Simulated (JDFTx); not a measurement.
Set up this calculation in JDFTx 1.7.0 (patched build), as the native input.

```
Task                                    : band structure
Functional                              : LDA
Potentials or basis                     : PseudoDojo-SR-LDA-0.4.1-standard with smoothed tails
Cutoff                                  : 1197 eV
Density cutoff                          : 9578 eV
k mesh                                  : 8 × 8 × 8
Occupations                             : fermi-dirac, width 0.05 eV
Spin                                    : no spin polarisation
Band ratio of the Davidson solver       : 1.3
Local potential set to -Z/r beyond      : 6 bohr
Bands                                   : 16
Density cutoff over wavefunction cutoff : 8
Max SCF steps                           : 30
SCF threshold on the energy             : 1e-06 Ha
Solver of the electrons                 : minimize
Further solve for the empty bands       : no
Start                                   : density of an earlier self-consistent run, held fixed
Path                                    : G-X-W-K-G-L-U-W-L-K-U-X
```

BeTe:

```xyz
2
Lattice="0.0000 2.7700 2.7700 2.7700 0.0000 2.7700 2.7700 2.7700 0.0000" Properties=species:S:1:pos:R:3 pbc="T T T"
Te    4.1550    4.1550    4.1550
Be    0.0000    0.0000    0.0000
```

The input as run:

bands.in

```
include BeTe.lattice
coords-type Lattice
include BeTe.ionpos

ion-species pseudo/Te.upf
ion-species pseudo/Be.upf
elec-cutoff 44 352
elec-ex-corr lda-PW
elec-smearing Fermi 0.0018374661
elec-n-bands 16
electronic-minimize nIterations 30 energyDiffThreshold 1e-06
davidson-band-ratio 1.3
forces-output-coords Cartesian
include path.kpoints
symmetries none
fix-electron-density run.$VAR

dump-name bands.$VAR
dump End Ecomponents EigStats BandEigs Kpoints Forces
```

BeTe.lattice

```
lattice \
    0.0000000000     5.2345413652     5.2345413652 \
    5.2345413652     0.0000000000     5.2345413652 \
    5.2345413652     5.2345413652     0.0000000000
```

BeTe.ionpos

```
ion Te     0.7500000000     0.7500000000     0.7500000000 1
ion Be     0.0000000000     0.0000000000     0.0000000000 1
```

path.kpoints

```
kpoint +0.0000000000 +0.0000000000 +0.0000000000 0.020000000000
kpoint +0.0714285714 +0.0000000000 +0.0714285714 0.020000000000
kpoint +0.1428571429 +0.0000000000 +0.1428571429 0.020000000000
kpoint +0.2142857143 +0.0000000000 +0.2142857143 0.020000000000
kpoint +0.2857142857 +0.0000000000 +0.2857142857 0.020000000000
kpoint +0.3571428571 +0.0000000000 +0.3571428571 0.020000000000
kpoint +0.4285714286 +0.0000000000 +0.4285714286 0.020000000000
kpoint +0.5000000000 +0.0000000000 +0.5000000000 0.020000000000
kpoint +0.5000000000 +0.0833333333 +0.5833333333 0.020000000000
kpoint +0.5000000000 +0.1666666667 +0.6666666667 0.020000000000
kpoint +0.5000000000 +0.2500000000 +0.7500000000 0.020000000000
kpoint +0.4375000000 +0.3125000000 +0.7500000000 0.020000000000
kpoint +0.3750000000 +0.3750000000 +0.7500000000 0.020000000000
kpoint +0.3281250000 +0.3281250000 +0.6562500000 0.020000000000
kpoint +0.2812500000 +0.2812500000 +0.5625000000 0.020000000000
kpoint +0.2343750000 +0.2343750000 +0.4687500000 0.020000000000
kpoint +0.1875000000 +0.1875000000 +0.3750000000 0.020000000000
kpoint +0.1406250000 +0.1406250000 +0.2812500000 0.020000000000
kpoint +0.0937500000 +0.0937500000 +0.1875000000 0.020000000000
kpoint +0.0468750000 +0.0468750000 +0.0937500000 0.020000000000
kpoint +0.0000000000 +0.0000000000 +0.0000000000 0.020000000000
kpoint +0.0833333333 +0.0833333333 +0.0833333333 0.020000000000
kpoint +0.1666666667 +0.1666666667 +0.1666666667 0.020000000000
kpoint +0.2500000000 +0.2500000000 +0.2500000000 0.020000000000
kpoint +0.3333333333 +0.3333333333 +0.3333333333 0.020000000000
kpoint +0.4166666667 +0.4166666667 +0.4166666667 0.020000000000
kpoint +0.5000000000 +0.5000000000 +0.5000000000 0.020000000000
kpoint +0.5250000000 +0.4500000000 +0.5250000000 0.020000000000
kpoint +0.5500000000 +0.4000000000 +0.5500000000 0.020000000000
kpoint +0.5750000000 +0.3500000000 +0.5750000000 0.020000000000
kpoint +0.6000000000 +0.3000000000 +0.6000000000 0.020000000000
kpoint +0.6250000000 +0.2500000000 +0.6250000000 0.020000000000
kpoint +0.5625000000 +0.2500000000 +0.6875000000 0.020000000000
kpoint +0.5000000000 +0.2500000000 +0.7500000000 0.020000000000
kpoint +0.5000000000 +0.2916666667 +0.7083333333 0.020000000000
kpoint +0.5000000000 +0.3333333333 +0.6666666667 0.020000000000
kpoint +0.5000000000 +0.3750000000 +0.6250000000 0.020000000000
kpoint +0.5000000000 +0.4166666667 +0.5833333333 0.020000000000
kpoint +0.5000000000 +0.4583333333 +0.5416666667 0.020000000000
kpoint +0.5000000000 +0.5000000000 +0.5000000000 0.020000000000
kpoint +0.4791666667 +0.4791666667 +0.5416666667 0.020000000000
kpoint +0.4583333333 +0.4583333333 +0.5833333333 0.020000000000
kpoint +0.4375000000 +0.4375000000 +0.6250000000 0.020000000000
kpoint +0.4166666667 +0.4166666667 +0.6666666667 0.020000000000
kpoint +0.3958333333 +0.3958333333 +0.7083333333 0.020000000000
kpoint +0.3750000000 +0.3750000000 +0.7500000000 0.020000000000
kpoint +0.6250000000 +0.2500000000 +0.6250000000 0.020000000000
kpoint +0.5833333333 +0.1666666667 +0.5833333333 0.020000000000
kpoint +0.5416666667 +0.0833333333 +0.5416666667 0.020000000000
kpoint +0.5000000000 +0.0000000000 +0.5000000000 0.020000000000
```

Potentials or basis: PseudoDojo-SR-LDA-0.4.1-standard with smoothed tails.

Launch:

```console
$ jdftx -c 1 -i bands.in -o bands.out
```

It gave:

```
Band gap along the path : 1.78 eV, indirect (least direct gap 3.60 eV)
```

Caveat: spin-orbit coupling is left out, which moves the levels of the heavy elements.

Wall time 44 s on 1 thread of Arm Neoverse V1, on a shared host, peak memory 0.11 GiB.
